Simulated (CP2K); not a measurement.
# PtS2 under changes of volume

One of the cells (18.261 Å³/atom); the others are scaled copies at fixed shape and fractional positions:

```
Pt S
1.0
     3.54320    0.00000    0.00000
    -1.77160    3.06850    0.00000
     0.00000    0.00000    5.03880
Pt S
1 2
Cartesian
  0.0000 0.0000 0.0000
  1.7716 1.0228 3.8950
  0.0000 2.0457 1.1438
```

| Property | Result |
| --- | --- |
| Program | CP2K 2026.2 |
| Functional | PBE |
| Potentials or basis | POTENTIAL_UZH Pt GTH-PBE-q18, S GTH-PBE-q6; TZVP-MOLOPT-PBE-GTH basis |
| Density cutoff | 6123 eV |
| k mesh | 9 × 9 × 5 |
| Occupations | fermi-dirac, width 0.05 eV |
| Spin | no spin polarisation |

| volume (Å³/atom) | energy over the lowest point (meV/atom) | pressure (GPa) | gap on the mesh (eV) | largest force (eV/Å) |
| --- | --- | --- | --- | --- |
| 17.165 | 177.11 | 25.2 | 1.09 | 2.508 |
| 17.531 | 125.21 | 20.4 | 1.07 | 2.115 |
| 17.896 | 83.56 | 16.2 | 1.05 | 1.753 |
| 18.261 | ? | ? | ? | ? |
| 18.626 | 26.89 | 8.9 | 1.01 | 1.112 |
| 18.992 | 10.12 | 5.8 | 0.99 | 0.828 |
| 19.357 | 0.00 | 3.1 | 0.96 | 0.566 |

**Question.** What does the run at 18.261 Å³/atom give?

**Answer.** Energy over the lowest point 51.09 meV/atom; pressure 12.4 GPa; gap on the mesh 1.03 eV; largest force 1.419 eV/Å.

Worked out: A Birch-Murnaghan fit of order 3 (a polynomial in V^(-2/3)) to the other rows has its minimum at 19.80 Å³/atom, just outside them, with B0 = V·E''(V) = 127 GPa and B' = 4.6 at fixed shape and positions, which overstates the stiffness. It gives 51.12 meV/atom at 18.261 Å³/atom, against the run's 51.09, and -dE/dV = 12.4 GPa, against 12.4. A straight line through the other rows of the gap, of slope -1.05 eV per unit of ln V, gives 1.03 eV, against the run's 1.03.

Energies are extrapolated to zero smearing.

Caveats: spin-orbit coupling is left out, which moves the levels of the heavy elements; an odd mesh through Γ misses points on the zone boundary, where band edges often lie; the basis of atomic orbitals isn't converged, which shifts pressures, moduli and gaps; forces of over 1 eV/Å show positions far from the minimum, so gaps and moduli don't describe the material at rest (some runs).
